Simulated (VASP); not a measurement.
Cs, 1 atom in the cell. Symmetry: Fm-3m, No. 225, cubic system. Conventional cell: a = 7.897 Å, b = 7.897 Å, c = 7.897 Å, α = 90.00°, β = 90.00°, γ = 90.00°. This isn't the form of Cs at room conditions, which is bcc.

| Property | Result |
| --- | --- |
| Program | VASP 6.6.1 |
| Task | single point |
| Functional | PBE |
| Potentials or basis | VASP PAW PBE potentials, release 64 (Cs_sv) |
| Cutoff | 520 eV |
| k mesh | 6 × 6 × 6 |
| Occupations | fermi-dirac, width 0.05 eV |
| Spin | no spin polarisation |
| Further INCAR settings | ALGO = Normal; EDIFF = 1e-07; NBANDS = 10 |

Potentials or basis: VASP PAW PBE potentials, release 64 (Cs_sv).

Command:

```console
$ cat potpaw_PBE.64/Cs_sv/POTCAR > POTCAR
$ mpirun -np 1 vasp_std > vasp.out
```

Hardware: 1 thread of Intel(R) Xeon(R) 6975P-C (Granite Rapids), on a shared host.

Estimate the wall time of this run.

Wall time 20 s on 1 thread of Intel(R) Xeon(R) 6975P-C (Granite Rapids) (shared host), peak memory 0.23 GiB. Counts: scf iterations 13, k points 16.
